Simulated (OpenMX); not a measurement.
## Ru in OpenMX: the effect of volume scale

The system is Ru.

```xyz
2
Lattice="2.5929 0.0000 0.0000 -1.2965 2.2455 0.0000 0.0000 0.0000 4.1033" Properties=species:S:1:pos:R:3 pbc="T T T"
Ru    1.2965    0.7485    3.0775
Ru    0.0000    1.4970    1.0258
```

Alike in all runs:

| Property | Result |
| --- | --- |
| Program | OpenMX 3.8.5 |
| Task | single point |
| Functional | PBE |
| Potentials or basis | OpenMX 2013 PBE set, Ru7.0-s3p2d2, grid cutoff 400 Ry |
| k mesh | 9 × 9 × 5 |
| Occupations | fermi-dirac, width 0.05 eV |
| Spin | no spin polarisation |

```tsv
volume scale	pressure (GPa)
0.88	78.2
0.92	51.0
0.96	29.4
1	?
1.04	-1.3
1.08	-11.9
```

Problem. What does the run with volume scale 1 give?

Solution. Pressure 12.2 GPa.

Worked out: A parabola through the other rows of the pressure, of slope -394 GPa per unit of volume scale there, gives 11.6 GPa, against the run's 12.2.

Caveats: the basis of atomic orbitals isn't converged, which shifts pressures, moduli and gaps; the cell as given lies far from equilibrium (some runs).
